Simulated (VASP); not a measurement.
# CaS3 (P4/mmm) in VASP: notebook

Runs on CaS3. Level: PBE. Tasks: single point, relaxation of cell and atoms.

Everything below comes from runs of VASP 6.6.1. Logs are shortened: lines on timing, memory, paths and dates and some standing lists are left out, and cuts for length are marked.

## (1) The cell of the first run

Symmetry: P4/mmm, No. 123, tetragonal system. The conventional cell has a = 4.623 Å, b = 4.623 Å, c = 3.508 Å, α = 90.00°, β = 90.00°, γ = 90.00°. Ca (site symmetry 4/mmm) is surrounded by 12 S at 2.90 to 3.27 Å. Around S (site symmetry 4/mmm) lie 8 S at 2.90 Å and 4 Ca at 3.27 Å. S (site symmetry mmm) has 4 Ca at 2.90 Å and 8 S at 2.90 to 3.27 Å as nearest neighbours.

The cell was built by a generator and needn't be a form met in nature.

## (2) Single point, PBE (species swapped into the Zr3Ag type (P4/mmm, No. 123))

Contents of INCAR:

```
PREC = Accurate ; ENCUT = 520
EDIFF = 1E-7 ; ISMEAR = 0
SIGMA = 0.1 ; LREAL = F
LASPH = T ; NELM = 100
ALGO = Fast ; ISIF = 2
LWAVE = F ; LCHARG = F
GGA = PE ; NBANDS = 22
```

Contents of KPOINTS:

```
Automatic mesh
0
Gamma
  4 4 6
```

Contents of POSCAR:

```
CaS3
1.0
    4.6229978555      0.0000000000      0.0000000000
    0.0000000000      4.6229978555      0.0000000000
    0.0000000000      0.0000000000      3.5079456001
Ca S
1 3
Direct
    0.0000000000      0.0000000000      0.0000000000
    0.5000000000      0.5000000000      0.0000000000
    0.0000000000      0.5000000000      0.5000000000
    0.5000000000      0.0000000000      0.5000000000
```

Potentials or basis: VASP PAW PBE potentials, release 64 (Ca_sv, S).

Launch:

```console
$ cat potpaw_PBE.64/Ca_sv/POTCAR potpaw_PBE.64/S/POTCAR > POTCAR
$ mpirun -np 1 vasp_std > vasp.out
```

OUTCAR:

```text
PREC = Accurate
   ENCUT = 520
   EDIFF = 1E-7
   ISMEAR = 0
   LREAL = F
   LASPH = T
   NELM = 100
   ISIF = 2
   GGA = PE

 ion  position               nearest neighbor table
   1  0.000  0.000  0.000-   3 2.90   4 2.90   3 2.90   4 2.90   3 2.90   3 2.90   4 2.90   4 2.90

   2  0.500  0.500  0.000-
   3  0.000  0.500  0.500-   1 2.90   1 2.90   1 2.90   1 2.90
   4  0.500  0.000  0.500-   1 2.90   1 2.90   1 2.90   1 2.90

  LATTYP: Found a simple tetragonal cell.
 ALAT       =     4.6229978555
 C/A-ratio  =     0.7588032073

  Lattice vectors:

 A1 = (   4.6229978555,   0.0000000000,   0.0000000000)
 A2 = (   0.0000000000,   4.6229978555,   0.0000000000)
 A3 = (   0.0000000000,   0.0000000000,   3.5079456001)

Analysis of symmetry for initial positions (statically):
=====================================================================
 Subroutine PRICEL returns:
 Original cell was already a primitive cell.

 Routine SETGRP: Setting up the symmetry group for a
 simple tetragonal supercell.

 Subroutine GETGRP returns: Found 16 space group operations
 (whereof 16 operations were pure point group operations)
 out of a pool of 16 trial point group operations.

The static configuration has the point symmetry D_4h.

Analysis of symmetry for dynamics (positions and initial velocities):
=====================================================================
 Subroutine PRICEL returns:
 Original cell was already a primitive cell.

 Routine SETGRP: Setting up the symmetry group for a
 simple tetragonal supercell.

 Subroutine GETGRP returns: Found 16 space group operations
 (whereof 16 operations were pure point group operations)
 out of a pool of 16 trial point group operations.

The dynamic configuration has the point symmetry D_4h.

 Subroutine INISYM returns: Found 16 space group operations
 (whereof 16 operations are pure point group operations),
 and found     1 'primitive' translations

----------------------------------------------------------------------------------------

                                     Primitive cell

  volume of cell :      74.9722

  direct lattice vectors                    reciprocal lattice vectors
     4.622997856  0.000000000  0.000000000     0.216309856  0.000000000  0.000000000
[... 88 lines left out ...]
   NELM   =    100;   NELMIN=  2; NELMDL= -5     # of ELM steps
   EDIFF  = 0.1E-06   stopping-criterion for ELM
   LREAL  =      F    real-space projection
   EDIFFG = 0.1E-05   stopping-criterion for IOM
   NSW    =      0    number of steps for IOM
   IBRION =     -1    ionic relax: 0-MD 1-quasi-New 2-CG
   NFREE  =      0    steps in history (QN), initial steepest desc. (CG)
   ISIF   =      2    stress and relaxation
   ISYM   =      2    0-nonsym 1-usesym 2-fastsym
   POTIM  = 0.5000    time-step for ionic-motion
   TEBEG  =    0.0;   TEEND  =   0.0 temperature during run
   PSTRESS=    0.0 pullay stress
   NELECT =      28.0000    total number of electrons
   NUPDOWN=      -1.0000    fix difference up-down
   EMIN   =  10.00;   EMAX   =-10.00  energy-range for DOS
   EFERMI =   0.00;   METHOD = LEGACY
   ISMEAR =     0;   SIGMA  =   0.10  broadening in eV -4-tet -1-fermi 0-gaus
   EFERMI_NEDOS =   21; number of points for ismear=-14 and -15
   IALGO  =     68    algorithm
   IMIX   =      4    mixing-type and parameters
     AMIX     =   0.40;   BMIX     =  1.00
     AMIX_MAG =   1.60;   BMIX_MAG =  1.00
  volume/ion in A,a.u.               =      18.74       126.48
  Fermi-wavevector in a.u.,A,eV,Ry     =   1.178946  2.227886 18.910940  1.389915
  Thomas-Fermi vector in A             =   2.315266
   LORBIT       =      0    0 simple, 1 ext, 2 COOP (PROOUT), +10 PAW based schemes
   GGA     = PE    functional components
   LHFCALC =     F    Hartree Fock is set to
   AEXX    =    0.0000 exact exchange contribution
   IVDW    =     0    specifies the selected vdW correction
   LEPSILON=     F    determine dielectric tensor
   LRPA    =     F    only Hartree local field effects (RPA)
 non-spin polarized calculation
 RMM-DIIS sequential band-by-band and
 Gauss-broadening in eV      SIGMA  =   0.10
  energy-cutoff  :      520.00
  volume of cell :       74.97
 maximum number of plane-waves:      2037
 NGX is ok and might be reduce to    36
   NGX = 17   NGY = 17   NGZ = 13

 number of electron      27.9999997 magnetization

 Free energy of the ion-electron system (eV)
  ---------------------------------------------------
  ext. energy  EPLUGINS =         0.00000000
  ---------------------------------------------------
  free energy    TOTEN  =       -15.84182079 eV

  energy without entropy =      -15.82936336  energy(sigma->0) =      -15.83559207

 E-fermi :   5.4386     XC(G=0): -10.3590

 val. band max:        5.4328080861   @ k =   0.5000   0.5000   0.1667
 cond. band min:       5.4421015355   @ k =   0.5000   0.0000   0.1667
 fundamental gap:      0.0092934494
 Fermi energy:         5.4386146285

 k-point     1 :       0.0000    0.0000    0.0000
  band No.  band energies     occupation
      1     -34.6391      2.00000
      2     -15.6852      2.00000
      3     -15.6852      2.00000
      4     -15.5935      2.00000
      5      -9.2024      2.00000
      6      -6.1794      2.00000
[... 589 lines left out ...]
     21       9.8772      0.00000
     22      12.4027      0.00000

------------------------ aborting loop because EDIFF is reached ----------------------------------------

  FORCE on cell =-STRESS in cart. coord.  units (eV):
  Direction    XX          YY          ZZ          XY          YZ          ZX
  --------------------------------------------------------------------------------------
  -------------------------------------------------------------------------------------
  Total        0.0065182      0.0065182      0.1803940      0.0000000     -0.0000000      0.0000000
  in kB        0.1392967      0.1392967      3.8550722      0.0000000     -0.0000000      0.0000000
  external PRESSURE =       1.3778885 kB  Pullay stress =       0.0000000 kB

 VOLUME and BASIS-vectors are now :
 -----------------------------------------------------------------------------
  energy-cutoff  :      520.00
  volume of cell :       74.97
      direct lattice vectors                 reciprocal lattice vectors
     4.622997856  0.000000000  0.000000000     0.216309856  0.000000000  0.000000000
     0.000000000  4.622997856  0.000000000     0.000000000  0.216309856  0.000000000
     0.000000000  0.000000000  3.507945600     0.000000000  0.000000000  0.285067134

 POSITION                                       TOTAL-FORCE (eV/Angst)
 -----------------------------------------------------------------------------------
      0.00000      0.00000      0.00000         0.000000      0.000000      0.000000
      2.31150      2.31150      0.00000         0.000000      0.000000      0.000000
      0.00000      2.31150      1.75397         0.000000      0.000000      0.000000
      2.31150      0.00000      1.75397         0.000000      0.000000      0.000000
 -----------------------------------------------------------------------------------
    total drift:                               -0.000000      0.000000      0.000000

  FREE ENERGIE OF THE ION-ELECTRON SYSTEM (eV)
  ---------------------------------------------------
  free  energy   TOTEN  =       -15.8418207909 eV

  energy  without entropy=      -15.8293633564  energy(sigma->0) =      -15.83559207
```

Wall time 63 s (1 thread of Intel Xeon Platinum 8375C at 2.90GHz (Ice Lake), shared host); peak memory 0.19 GiB.

What came out:

```
Free energy            : -15.8418 eV
Pressure               : 0.1 GPa
Band gap on the k mesh : none (metal or under the smearing width)
```

Stress tensor (GPa, compression positive):
```
0.01 0.00 0.00
0.00 0.01 0.00
0.00 0.00 0.39
```

Levels at points of the mesh, in eV from the Fermi level:
```
           k point  band 11  band 12  band 13  band 14  band 15  band 16  band 17  band 18
(0.00, 0.00, 0.00)    -1.34    -1.34    -0.32     1.28     1.78     1.78     2.05     2.94
(0.50, 0.00, 0.00)    -2.43    -1.76    -1.38    -0.97     0.50     1.73     3.85     4.67
(0.50, 0.50, 0.00)    -1.78    -1.37    -1.34    -1.34    -0.71    -0.19     3.68     4.88
(0.00, 0.00, 0.50)    -3.14    -2.63    -2.63    -2.54    -0.63    -0.63     4.20     6.00
(0.50, 0.00, 0.50)    -2.77    -2.76    -2.23    -2.07     0.83     1.13     4.63     4.99
(0.50, 0.50, 0.50)    -3.77     0.12     0.32     1.16     1.16     1.87     2.90     4.37
```

## (3) Relaxation of cell and atoms, PBE (species swapped into the Zr3Ag type (P4/mmm, No. 123))

Contents of INCAR:

```
SYSTEM = CaS3
  PREC = Accurate
  ENCUT = 600
  EDIFF = 1E-6
  ISMEAR = 0
  SIGMA = 0.1
  LREAL = .False.
  LASPH = .True.
  NELM = 100
  ALGO = Fast
  ISIF = 3
  LWAVE = .False.
  LCHARG = .False.
  GGA = PE
  IBRION = 2
  NSW = 90
  EDIFFG = -0.04
```

Contents of KPOINTS:

```
regular mesh
0
Gamma
  4 4 6
  0 0 0
```

POSCAR is that of step 2.

Potentials or basis: VASP PAW PBE potentials, release 64 (Ca_sv, S).

Launch:

```console
$ cat potpaw_PBE.64/Ca_sv/POTCAR potpaw_PBE.64/S/POTCAR > POTCAR
$ mpirun -np 1 vasp_std > vasp.out
```

It took 78 s on 1 thread of Intel Xeon Platinum 8375C at 2.90GHz (Ice Lake), shared host; peak memory 0.22 GiB.

The run converged. Its results:

* Free energy: -15.8426 eV
* Relaxed volume: 18.80 Å³/atom
* Relaxed cell: a = 4.624 Å, b = 4.624 Å, c = 3.516 Å, α = 90.00°, β = 90.00°, γ = 90.00°
* Space group after relaxing (to 0.05 Å): P4/mmm (No. 123)
* Energy gained by relaxing: 0.1 meV/atom
* Ionic steps: 2
* Pressure after relaxing: 0.0 GPa
* Band gap on the k mesh: none (metal or under the smearing width)

Stress tensor (GPa, compression positive):
```
-0.10  0.00  0.00
 0.00 -0.10  0.00
 0.00  0.00  0.14
```

The path:
```csv
step,energy change (eV),largest force (eV/Å),pressure (GPa),volume (Å³)
1,0.0000,0.0000,0.18,74.97
2,-0.0003,0.0000,-0.02,75.20
```

Final structure:
```cif
data_structure
_symmetry_space_group_name_H-M 'P 1'
_symmetry_Int_Tables_number 1
_cell_length_a 4.6243
_cell_length_b 4.6243
_cell_length_c 3.5164
_cell_angle_alpha 90.000
_cell_angle_beta 90.000
_cell_angle_gamma 90.000
_cell_volume 75.20
loop_
_atom_site_label
_atom_site_type_symbol
_atom_site_fract_x
_atom_site_fract_y
_atom_site_fract_z
_atom_site_occupancy
Ca1 Ca 0.00000 0.00000 0.00000 1
S1 S 0.50000 0.50000 0.00000 1
S2 S 0.00000 0.50000 0.50000 1
S3 S 0.50000 0.00000 0.50000 1
```

Levels at points of the mesh, in eV from the Fermi level:
```
           k point  band 12  band 13  band 14  band 15  band 16  band 17
(0.00, 0.00, 0.00)    -1.33    -0.33     1.27     1.76     1.76     2.06
(0.50, 0.00, 0.00)    -1.76    -1.38    -0.98     0.50     1.71     3.86
(0.50, 0.50, 0.00)    -1.38    -1.34    -1.34    -0.69    -0.18     3.69
(0.00, 0.00, 0.50)    -2.62    -2.62    -2.52    -0.62    -0.62     4.20
(0.50, 0.00, 0.50)    -2.74    -2.22    -2.07     0.83     1.13     4.63
(0.50, 0.50, 0.50)     0.13     0.33     1.16     1.16     1.86     2.90
```
